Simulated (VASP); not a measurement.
Input of a VASP 6.6.1 run:

File INCAR:

```
SYSTEM = Cu
ALGO = Normal ; EDIFF = 1E-7
ENCUT = 520 ; GGA = CA
ISIF = 2 ; ISMEAR = 1
KPAR = 4 ; LASPH = .True.
LCHARG = .False. ; LREAL = .False.
LWAVE = .False. ; NBANDS = 12
NELM = 80 ; PREC = Accurate
SIGMA = 0.1
```

Contents of KPOINTS:

```
k-points
0
Gamma
  8 8 8
  0 0 0
```

File POSCAR:

```
Cu
1.0
    0.0000000000      1.8075000000      1.8075000000
    1.8075000000      0.0000000000      1.8075000000
    1.8075000000      1.8075000000      0.0000000000
Cu
1
Direct
    0.0000000000      0.0000000000      0.0000000000
```

Potentials or basis: VASP PAW LDA potentials, release 64 (Cu).

Run with:

```sh
$ cat potpaw_LDA.64/Cu/POTCAR > POTCAR
$ mpirun -np 4 vasp_std > vasp.out
```

(1) What does it give for the band gap on the k mesh?

(2) What does it give for the pressure?

## Answers

(1) none (metal or under the smearing width).

(2) -10.9 GPa.

Caveat: the k mesh is coarse (spacing up to 0.38 Å⁻¹), so the values aren't converged.
